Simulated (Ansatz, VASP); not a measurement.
This is a calculation of Sn for VASP 6.6.1.

The input INCAR:

```
PREC = Accurate ; ENCUT = 520
EDIFF = 1E-7 ; ISMEAR = -1
SIGMA = 0.05 ; LREAL = F
LASPH = T ; NELM = 60
ALGO = Fast ; ISIF = 2
LWAVE = F ; LCHARG = T
LELF = T ; LVHAR = T
NBANDS = 13
```

The input KPOINTS:

```
regular mesh
0
Gamma
  10 10 10
```

POSCAR

```
Sn
1.0
   -1.8819356520      1.8819356520      1.8819356520
    1.8819356520     -1.8819356520      1.8819356520
    1.8819356520      1.8819356520     -1.8819356520
Sn
1
Direct
    0.0000000000      0.0000000000      0.0000000000
```

Potentials or basis: VASP PAW LDA potentials, release 64 (Sn_d).

The run is started by

```sh
$ cat potpaw_LDA.64/Sn_d/POTCAR > POTCAR
$ mpirun -np 1 vasp_std > vasp.out
```

Problem. Set up the same calculation for Ansatz 0.2.0. Potentials there: Ansatz PAW.

Solution. As run (the cutoff follows the program's own potentials):

input.yaml

```yaml
crystal:
  lattice:
    - [-1.881935652, 1.881935652, 1.881935652]
    - [1.881935652, -1.881935652, 1.881935652]
    - [1.881935652, 1.881935652, -1.881935652]
  atoms:
    - { symbol: Sn, position: [0.0, 0.0, 0.0] }
hamiltonian:
  xc: lda
  pseudopotentials: { kind: paw }
kpoints:
  mp_grid: { grid: [10, 10, 10] }
scf:
  occupations: { method: fermi_dirac, width: 0.05 }
output:
  forces: true
  stress: true
  eigenvalues: true
```

Potentials or basis: Ansatz PAW.

The run is started by

```sh
$ ansatz run input.yaml --threads 2 --pin off --max-ram 5632MiB --backend cpu --events-out ev --progress --plain --runs-dir out
```

Both were run:

|  | VASP | Ansatz | Ansatz less VASP |
| --- | --- | --- | --- |
| gap on the k mesh at the Fermi level (eV) | none | none | - |
| pressure (GPa) | -2.6 | -2.6 | 0.00 |

A gap of «none» marks a metal or a gap that the smearing closes.

Caveats: the PAW data sets come from PBE, with cores solved anew for the run's functional, which leaves a small shift of forces and pressure (Ansatz).
